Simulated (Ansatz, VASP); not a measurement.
Two plane-wave programs on SiO2

```
CELL_PARAMETERS angstrom
4.08040 0.00000 0.00000
0.00000 4.08040 0.00000
0.00000 0.00000 2.59740
ATOMIC_POSITIONS crystal
Si 0.50000 0.50000 0.50000
Si 0.00000 0.00000 0.00000
O 0.69443 0.69443 0.00000
O 0.19443 0.80557 0.50000
O 0.30557 0.30557 0.00000
O 0.80557 0.19443 0.50000
```

Alike in both runs: task single point; functional LDA; k mesh 6 × 6 × 8; occupations gaussian, width 0.05 eV; no spin polarisation.

```csv
,VASP,Ansatz
version,VASP 6.6.1,Ansatz 0.2.0
potentials or method,"VASP PAW LDA potentials, release 64 (Si, O)","scalar-relativistic, plane waves, PAW"
plane-wave cutoff (eV),520,520
valence electrons in the cell,32,32
```

```tsv
	VASP	Ansatz	Ansatz less VASP
gap on the k mesh at the Fermi level (eV)	6.74	6.78	+0.047
least direct gap on the mesh (eV)	6.74	6.78	+0.047
pressure (GPa)	24.9	23.5	-1.33
largest component of the traceless stress (GPa)	6.10	5.30	-0.797
rms of the force components (eV/Å)	0.212	0.192	-0.0198
```

Atom by atom the forces differ by 0.020 eV/Å (rms over components). Ansatz warned: «pseudo_functional_mismatch».

Caveats: so large a pressure means that the cell lies far from this level's equilibrium, or that cutoff or potentials fall short (VASP). A k mesh can miss the band edges. Expect the measured gap to be larger: semilocal functionals such as LDA lack the derivative discontinuity.
